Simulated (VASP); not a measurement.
# Ta under changes of volume

One of the cells (17.890 Å³/atom); the others are scaled copies at fixed shape and fractional positions:

```
Ta
1.0
    -1.64759    1.64759    1.64759
     1.64759   -1.64759    1.64759
     1.64759    1.64759   -1.64759
Ta
1
Cartesian
  0.0000 0.0000 0.0000
```

* Program: VASP 6.6.1
* Functional: PBE
* Dispersion: D3(BJ)
* Potentials or basis: VASP PAW PBE potentials, release 64 (Ta_pv)
* Cutoff: 520 eV
* k mesh: 10 × 10 × 10
* Occupations: fermi-dirac, width 0.05 eV
* Spin: no spin polarisation

```csv
volume (Å³/atom),energy over the lowest point (meV/atom),pressure (GPa)
17.174,?,?
17.532,5.40,4.5
17.890,0.00,0.0
18.248,4.16,-4.1
18.605,17.08,-7.8
```

Question: What does the run at 17.174 Å³/atom give?

Answer: Energy over the lowest point 21.26 meV/atom; pressure 9.3 GPa.

Worked out: A Birch-Murnaghan fit of order 2 (a polynomial in V^(-2/3)) to the other rows has its minimum at 17.91 Å³/atom with B0 = V·E''(V) = 215 GPa. It gives 21.50 meV/atom at 17.174 Å³/atom, against the run's 21.26, and -dE/dV = 9.7 GPa, against 9.3.

Energies are extrapolated to zero smearing.

Caveats: pairwise dispersion overbinds metals, which lowers pressure and volume.
